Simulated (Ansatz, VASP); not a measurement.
**MgI in VASP and in Ansatz**

```
Mg I
1.0
     0.00000    3.32514    3.32514
     3.32514    0.00000    3.32514
     3.32514    3.32514    0.00000
Mg I
1 1
Direct
  0.00000 0.00000 0.00000
  0.75000 0.75000 0.75000
```

Change from the starting cell: species swapped into the GaSb type (F-43m, No. 216).

Alike in both runs: task single point; functional PBE; k mesh 4 × 4 × 4; occupations gaussian, width 0.1 eV; no spin polarisation.

|  | VASP | Ansatz |
| --- | --- | --- |
| version | VASP 6.6.1 | Ansatz 0.2.0 |
| potentials or method | VASP PAW PBE potentials, release 64 (Mg, I) | scalar-relativistic, plane waves, PAW |
| plane-wave cutoff (eV) | 520 | 420 |
| valence electrons in the cell | 9 | 27 |

|  | VASP | Ansatz | Ansatz less VASP |
| --- | --- | --- | --- |
| gap on the k mesh at the Fermi level (eV) | none | none | - |
| pressure (GPa) | 3.3 | 3.3 | +0.04 |

A gap of «none» marks a metal or a gap that the smearing closes. The two sets of potentials don't hold the same shells in valence.

Caveats: the k mesh is coarse (spacing up to 0.41 Å⁻¹), so the values aren't converged; an odd number of electrons without spin polarisation forces a metal; a magnetic or distorted state may lie lower. Spin-orbit coupling is left out, which matters for the levels of I.
